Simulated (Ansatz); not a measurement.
# GaN (Fm-3m) in Ansatz: relaxation of cell and atoms with RPBE+D3(BJ)

Aim: the relaxation of cell and atoms of GaN with RPBE+D3(BJ).

Program: Ansatz 0.2.0. These are calculated values, not measurements. Logs are shortened: lines on timing, memory, paths and dates and some standing lists are left out, and cuts for length are marked.

### Step 1. The structure

It takes space group Fm-3m (No. 225, cubic). Conventional cell: a = 4.270 Å, b = 4.270 Å, c = 4.270 Å, α = 90.00°, β = 90.00°, γ = 90.00°. Around Ga (site symmetry m-3m) lie 6 N at 2.14 Å. Around N (site symmetry m-3m) lie 6 Ga at 2.14 Å.

Measurements of this composition are mostly on another form, of space group No. 186.

### Step 2. Relaxation of cell and atoms, RPBE+D3(BJ)

The input, input.yaml:

```yaml
crystal:
  lattice:
    - [0.0, 2.135235, 2.135235]
    - [2.135235, 0.0, 2.135235]
    - [2.135235, 2.135235, 0.0]
  atoms:
    - { symbol: Ga, position: [0.0, 0.0, 0.0] }
    - { symbol: "N", position: [0.5, 0.5, 0.5] }
hamiltonian:
  xc: rpbe
  pseudopotentials: { kind: paw }
  dispersion: d3bj
kpoints:
  mp_grid: { grid: [11, 11, 11] }
scf:
  occupations: { method: fermi_dirac, width: 0.05 }
output:
  forces: true
  stress: true
  eigenvalues: true
relax:
  f_tol: 0.01
  max_steps: 40
  cell: { stress_tol: 0.05 }
```

Potentials or basis: Ansatz PAW.

Started as:

```
ansatz run input.yaml --threads 2 --pin off --max-ram 5632MiB --backend cpu --events-out ev --progress --plain --runs-dir out
```

Log:

```text
Warning: RAYON_NUM_THREADS=2 ignored (pool sized by the plan → 2); use --threads N
Engine: ansatz 0.2.0, aarch64-unknown-linux-gnu
Pseudopotentials: kind: paw
Pseudopotential: Ga, paw, valence charge 13, recommended cutoff 420 eV (normal), Ga.paw.azcp
Pseudopotential: N, paw, valence charge 5, recommended cutoff 420 eV (normal), N.paw.azcp
Functional definition: RPBE
  parameter kappa = 0.804
  parameter beta = 0.06672455060314922
  exchange = rpbe_x(kappa = kappa, mu = beta*pi^2/3)
  correlation = pbe_c(beta = beta)
Crystal: 2 atoms, lattice volume = 19.470 Å³
Basis set: ecut = 420 eV, 339 PW (Γ), exchange–correlation on 48×48×48 points (8 copies of the dense FFT grid, shifted against one another)
Bands: 13, of which v1, the nominal top of the filled ones, is band 9 counted from 1 (8 counted from 0)
Symmetry: 48 space group operations
Space group: Fm-3m (ITA 225), of the structure as read, at distance tolerance 2.7e-5 Å
k-points: 56 of 1331
Non-local potential: Ga, projectors of the file, l = 0: 2, l = 1: 2, l = 2: 3, l = 3: 1
Non-local potential: N, projectors of the file, l = 0: 2, l = 1: 2, l = 2: 1
PAW form: soft (Blöchl's): semilocal exchange-correlation on the pseudo side does not see the compensation charge
PAW frozen core: Ga, regenerated for the run's functional, and the local potential with it (the file was generated under x = pbe(κ = 0.804, μ = 0.2195149727645171), c = pbe(β = 0.06672455060314922))
PAW frozen core: N, regenerated for the run's functional, and the local potential with it (the file was generated under x = pbe(κ = 0.804, μ = 0.2195149727645171), c = pbe(β = 0.06672455060314922))
PAW one-centre angular grid: Ga, 590 points (default); XC on 64 Gauss nodes
PAW one-centre angular grid: N, 110 points (default); XC on 64 Gauss nodes
Initial density: superposition of atomic densities (neutral atoms: chi_scale 0, normalization atom), corrected by the library's trained network
Initial wavefunctions: pseudopotential atomic-orbital guess
Functional: x = rpbe, c = pbe(β = 0.06672455060314922)
SCF iter   1: F=—  HF=-4176.794206 eV  |F-HF|=—  |Δ(HF+E_count)|=         —  Δρ=6.33e-3  dr2=2.93e-3  ethr=1.77e-3  ⟨swp⟩=4.3  Hψ=3664  notcnv=0
preconditioner: auto → none  [insulator: Δε(μ)=0.680 eV  Ē_g=19.182 eV  σ=0.050 eV  W_gap=1.00  n_scr=8 (ndim 8)  ℏωp=35.7 eV  f_vac=0.000  D(μ)=0.00/eV (n_scr^D=0)  ε∞_Penn≈4.5]
SCF iter   2: F=—  HF=-4176.793433 eV  |F-HF|=—  |Δ(HF+E_count)|=   7.72e-4  Δρ=2.40e-3  dr2=6.17e-4  ethr=1.63e-5  ⟨swp⟩=2.1  Hψ=1628  notcnv=0
SCF iter   3: F=—  HF=-4176.793383 eV  |F-HF|=—  |Δ(HF+E_count)|=   5.00e-5  Δρ=1.20e-3  dr2=8.64e-5  ethr=3.43e-6  ⟨swp⟩=2.6  Hψ=1259  notcnv=0
SCF iter   4: F=—  HF=-4176.793368 eV  |F-HF|=—  |Δ(HF+E_count)|=   1.47e-5  Δρ=6.24e-5  dr2=4.14e-7  ethr=4.80e-7  ⟨swp⟩=2.0  Hψ=1041  notcnv=0
iter 5 did not close the SCF: its close was put off for the readings that it lacked (scf_convergence_deferred on its scf_iter line)
SCF iter   5: F=-4176.793369 eV  HF=-4176.793369 eV  |F-HF|=1.05e-8  |Δ(HF+E_count)|=   2.79e-7  Δρ=9.80e-6  dr2=2.05e-8  ethr=2.30e-9  ⟨swp⟩=2.6  Hψ=1251  notcnv=0
SCF iter   6: F=-4176.793369 eV  HF=-4176.793369 eV  |F-HF|=5.64e-11  |Δ(HF+E_count)|=   1.89e-9  Δρ=1.13e-6  dr2=9.82e-11  ethr=1.14e-10  ⟨swp⟩=2.0  Hψ=2271  notcnv=0
SCF 1 converged in 6 iterations: F = -4176.793369 eV  dr2 = 9.82e-11
relax step   1: F+E_penalty+E_count = -4176.79336864 eV  Δ(F+E_penalty+E_count) = +0.000e0 eV  max|allowed force component| = 4.487e-30 eV/Å  Δτ_max = 0.0000 Å  P = -21.224 GPa  Ω = 19.470 Å³  (6 SCF iters, dr2 threshold 1.00e-7 eV, accepted)
Crystal: 2 atoms, lattice volume = 18.245 Å³
Initial density: handed on by an earlier stage of this run
Initial wavefunctions: those handed on with the density
iter 1 solved again at ethr=1.70e-4 eV; its pass at ethr=3.10e-3 eV (dr2=3.06e-2 eV) is discarded
SCF iter   1: F=—  HF=-4176.919271 eV  |F-HF|=—  |Δ(HF+E_count)|=         —  Δρ=1.33e-2  dr2=3.06e-2  ethr=1.70e-4  ⟨swp⟩=1.0  Hψ=4625  notcnv=0
preconditioner: auto → none  [insulator: Δε(μ)=1.235 eV  Ē_g=19.755 eV  σ=0.050 eV  W_gap=1.00  n_scr=8 (ndim 8)  ℏωp=36.9 eV  f_vac=0.000  D(μ)=0.00/eV (n_scr^D=0)  ε∞_Penn≈4.5]
SCF iter   2: F=—  HF=-4176.912149 eV  |F-HF|=—  |Δ(HF+E_count)|=   7.12e-3  Δρ=4.93e-3  dr2=4.81e-3  ethr=1.70e-4  ⟨swp⟩=2.4  Hψ=1106  notcnv=0
SCF iter   3: F=—  HF=-4176.911170 eV  |F-HF|=—  |Δ(HF+E_count)|=   9.78e-4  Δρ=1.10e-3  dr2=8.80e-5  ethr=2.67e-5  ⟨swp⟩=2.1  Hψ=1114  notcnv=0
SCF iter   4: F=—  HF=-4176.911108 eV  |F-HF|=—  |Δ(HF+E_count)|=   6.26e-5  Δρ=3.45e-4  dr2=1.01e-5  ethr=4.89e-7  ⟨swp⟩=2.1  Hψ=1124  notcnv=0
iter 5 did not close the SCF: its close was put off for the readings that it lacked (scf_convergence_deferred on its scf_iter line)
[... 65 lines left out ...]
SCF iter   4: F=-4176.921314 eV  HF=-4176.921314 eV  |F-HF|=1.47e-9  |Δ(HF+E_count)|=   2.73e-8  Δρ=7.69e-6  dr2=4.43e-9  ethr=2.19e-10  ⟨swp⟩=2.1  Hψ=1134  notcnv=0
iter 5 did not close the SCF: its close was put off for the readings that it lacked (scf_convergence_deferred on its scf_iter line)
SCF iter   5: F=-4176.921314 eV  HF=-4176.921314 eV  |F-HF|=2.46e-11  |Δ(HF+E_count)|=   2.25e-9  Δρ=7.38e-7  dr2=4.08e-11  ethr=2.46e-11  ⟨swp⟩=2.9  Hψ=1275  notcnv=0
SCF iter   6: F=-4176.921314 eV  HF=-4176.921314 eV  |F-HF|=0.00e0  |Δ(HF+E_count)|=  4.00e-11  Δρ=4.22e-8  dr2=1.06e-13  ethr=1.00e-12  ⟨swp⟩=1.1  Hψ=2000  notcnv=0
SCF 7 converged in 6 iterations: F = -4176.921314 eV  dr2 = 1.06e-13
relax step   7: F+E_penalty+E_count = -4176.92131429 eV  Δ(F+E_penalty+E_count) = -1.087e-4 eV  max|allowed force component| = 3.556e-29 eV/Å  Δτ_max = 0.0000 Å  P = +0.001 GPa  Ω = 17.702 Å³  energy of the carried Pulay correction = +8.532e-5 eV  (6 SCF iters, dr2 threshold 2.00e-7 eV, accepted)
iter 1 solved again at ethr=9.15e-9 eV; its pass at ethr=3.10e-3 eV (dr2=1.65e-6 eV) is discarded
SCF iter   1: F=—  HF=-4176.921213 eV  |F-HF|=—  |Δ(HF+E_count)|=         —  Δρ=9.69e-6  dr2=2.80e-9  ethr=9.15e-9  ⟨swp⟩=3.1  Hψ=5944  notcnv=0
preconditioner: auto → none  [insulator: Δε(μ)=1.263 eV  Ē_g=20.018 eV  σ=0.050 eV  W_gap=1.00  n_scr=8 (ndim 8)  ℏωp=37.4 eV  f_vac=0.000  D(μ)=0.00/eV (n_scr^D=0)  ε∞_Penn≈4.5]
SCF iter   2: F=—  HF=-4176.921206 eV  |F-HF|=—  |Δ(HF+E_count)|=   6.75e-6  Δρ=5.34e-6  dr2=1.02e-9  ethr=1.56e-11  ⟨swp⟩=2.0  Hψ=1232  notcnv=0
SCF iter   3: F=—  HF=-4176.921206 eV  |F-HF|=—  |Δ(HF+E_count)|=   2.22e-9  Δρ=9.60e-7  dr2=4.14e-11  ethr=5.64e-12  ⟨swp⟩=2.0  Hψ=1232  notcnv=0
iter 4 did not close the SCF: its close was put off for the readings that it lacked (scf_convergence_deferred on its scf_iter line)
SCF iter   4: F=-4176.921206 eV  HF=-4176.921206 eV  |F-HF|=1.82e-12  |Δ(HF+E_count)|=  2.18e-11  Δρ=2.21e-7  dr2=2.22e-12  ethr=1.00e-12  ⟨swp⟩=2.2  Hψ=1162  notcnv=0
iter 5 did not close the SCF: its close was put off for the readings that it lacked (scf_convergence_deferred on its scf_iter line)
SCF iter   5: F=-4176.921206 eV  HF=-4176.921206 eV  |F-HF|=0.00e0  |Δ(HF+E_count)|=  1.82e-12  Δρ=3.81e-8  dr2=1.04e-13  ethr=1.00e-12  ⟨swp⟩=1.0  Hψ=728  notcnv=0
iter 6 did not close the SCF: its close was put off for the readings that it lacked (scf_convergence_deferred on its scf_iter line)
SCF iter   6: F=-4176.921206 eV  HF=-4176.921206 eV  |F-HF|=9.09e-13  |Δ(HF+E_count)|=    0.00e0  Δρ=3.82e-9  dr2=1.37e-15  ethr=1.00e-12  ⟨swp⟩=1.0  Hψ=728  notcnv=0
iter 7 did not close the SCF: its close was put off for the readings that it lacked (scf_convergence_deferred on its scf_iter line)
SCF iter   7: F=-4176.921206 eV  HF=-4176.921206 eV  |F-HF|=0.00e0  |Δ(HF+E_count)|=  9.09e-13  Δρ=9.98e-10  dr2=7.26e-17  ethr=1.00e-12  ⟨swp⟩=1.0  Hψ=728  notcnv=0
SCF iter   8: F=-4176.921206 eV  HF=-4176.921206 eV  |F-HF|=9.09e-13  |Δ(HF+E_count)|=  9.09e-13  Δρ=9.90e-11  dr2=1.11e-18  ethr=1.00e-12  ⟨swp⟩=1.9  Hψ=1918  notcnv=0
SCF 8 converged in 8 iterations: F = -4176.921206 eV  dr2 = 1.11e-18
relax step   8: F+E_penalty+E_count = -4176.92120601 eV  Δ(F+E_penalty+E_count) = +1.083e-4 eV  max|allowed force component| = 1.065e-29 eV/Å  Δτ_max = 0.0000 Å  P = -0.002 GPa  Ω = 17.702 Å³  stress off target by 1.81e-3 GPa  SCF on the basis re-selected at this cell (its energy is not comparable with the rows above)  (8 SCF iters)
basis re-selected at this cell: Δ(F+E_penalty+E_count) = +1.083e-4 eV, ΔP = -0.003 GPa vs the last step (what re-selecting the basis moved, of the pressure what is left beyond the Pulay correction that the steps carried, after the strain that the cell walked since its last selection, with what the two solves' SCF thresholds leave and, on support functions, any second-order correction that the steps lacked; it is no measure of the basis error at this ecutwfc). This SCF's stress stands 1.81e-3 GPa from its target on what of the cell is left free (relax.cell.stress_tol is 5.00e-2 GPa) and its largest allowed force component is 1.06e-29 eV/Å (relax.f_tol is 1.00e-2 eV/Å): within both
SCF converged after 8 iterations
Free energy (F): -4176.921206 eV
Harris-Foulkes:  -4176.921206 eV  (|F-HF|=9.09e-13)
Internal energy: -4176.921206 eV  (E = F + TS)
E sigma→0 (E₀):  -4176.921206 eV
Entropy (-TS):   -0.000000 eV (-0.000 meV/atom)
Fermi energy:    15.153507 eV
--- Per-component energies (eV) ---
  E_band       = 69.193055
  E_kinetic    = 251.423277
  E_local      = -1611.989052  (includes V_loc(G=0)·N_el)
  E_nonlocal   = 476.917428
  E_hartree    = 765.325752
  E_xc         = -129.776507
  E_vxc        = -135.415461  (∫ρ·V_xc dr)
  E_paw        = -2131.065784  (= ΣΔE_a)
  E_vpaw       = -442.394590  (= ΣTr[D̂ρ^β])
  E_aug_tail   = -0.000054  (compensation charges beyond the density's cutoff)
  E_ewald      = -1794.485641
  E_disp       = -3.128266  (pairwise vdW)
  E_core_change = -0.142360  (= ΣΔE_core)
  E_smearing   = -0.000000  (= −TS)
  E_closure    = -0.000000  (closes the sum)
  Σ components = -4176.921206   (vs F -4176.921206, Δ=0.00e0)
--- Forces (eV/Å), atoms counted from 1 ---
  atom   1  Ga     0.00000000     0.00000000    -0.00000000
  atom   2  N     -0.00000000    -0.00000000     0.00000000
  max |Σ_I F_I| component: 1.66e-29 eV/Å
--- Stress (GPa, compression-positive) ---
       -0.001813       0.000000       0.000000
        0.000000      -0.001813       0.000000
        0.000000      -0.000000      -0.001813
  P = ⅓ Tr σ = -0.0018 GPa (-0.018 kbar)
--- Band table (eV; the first three rows and the last of 56) ---
  k-point 0: bands = ["-3.5128", "0.4446", "0.4446", "0.4446", "0.5554", "0.5554", "13.8969", "13.8969", "13.8969", "17.4849", "29.4628", "29.4628", "29.4628"]
  k-point 1: bands = ["-3.3420", "0.4359", "0.4542", "0.4542", "0.5415", "0.5415", "12.9313", "13.9201", "13.9201", "18.2545", "27.3434", "29.0600", "29.0600"]
  k-point 2: bands = ["-2.8429", "0.4121", "0.4357", "0.4357", "0.5493", "0.5493", "11.0779", "13.9898", "13.9898", "19.4259", "25.4127", "27.5713", "27.5713"]
  k-point 55: bands = ["-1.2610", "0.3920", "0.4631", "0.4776", "0.7658", "3.1793", "8.5491", "8.6078", "10.4326", "20.0619", "24.3418", "25.5415", "25.8197"]
--- Relaxed structure (6 steps of the walk, 6 accepted, 2 SCFs on fresh bases) ---
  F+E_penalty+E_count = -4176.92120601 eV   max|allowed force component| = 1.065e-29 eV/Å   (the final SCF, on the basis selected at the relaxed cell)
  cell:  # Å, volume = 17.7021 Å³
    - [7.065842177041409e-35, 2.068543313604681, 2.068543313604681]
    - [2.068543313604681, 5.995024233373771e-34, 2.068543313604681]
    - [2.068543313604681, 2.068543313604681, 1.3355447789347442e-34]
  atoms:
    - { symbol: Ga, position: [5.63734771696147e-36, -4.6977897641348546e-36, -8.456021575445607e-36] }
    - { symbol: N, position: [0.5000000000000001, 0.5000000000000001, 0.5000000000000001] }
```

It took 5.1 s on 2 threads of Arm Neoverse V2, shared host; peak memory 0.3 GiB.

Results:

| Quantity | Value |
| --- | --- |
| Free energy | -4176.9212 eV |
| Relaxed volume | 8.85 Å³/atom |
| Relaxed cell | a = 2.925 Å, b = 2.925 Å, c = 2.925 Å, α = 60.00°, β = 60.00°, γ = 60.00° |
| Space group after relaxing (to 0.05 Å) | Fm-3m (No. 225) |
| Energy gained by relaxing | 63.9 meV/atom |
| Ionic steps | 8 |
| Pressure after relaxing | 0.0 GPa |
| Band gap on the k mesh | 1.26 eV, indirect (least direct gap 3.59 eV) |

The path:
```
step  energy change (eV)  largest force (eV/Å)  volume (Å³)
   1              0.0000                0.0000        19.47
   2             -0.1177                0.0000        18.25
   3             -0.1323                0.0000        17.63
   4             -0.1323                0.0000        17.73
   5             -0.1323                0.0000        17.72
   6             -0.1278                0.0000        17.72
   7             -0.1279                0.0000        17.70
   8             -0.1278                0.0000        17.70
```

Final structure:
```
Ga N
1.0
     0.00000    2.06854    2.06854
     2.06854    0.00000    2.06854
     2.06854    2.06854    0.00000
Ga N
1 1
Direct
  0.00000 0.00000 0.00000
  0.50000 0.50000 0.50000
```

Caveat: odd divisions of the mesh miss points on the zone boundary, where band edges often lie, so the gap on the mesh can be too wide; the plane-wave basis is chosen anew once the cell has moved, so the energies of steps on either side of that aren't comparable; the pressure holds a Pulay correction of +0.6 GPa for the finite cutoff; the PAW data sets come from PBE, with cores solved anew for the run's functional, which leaves a small shift of forces and pressure.
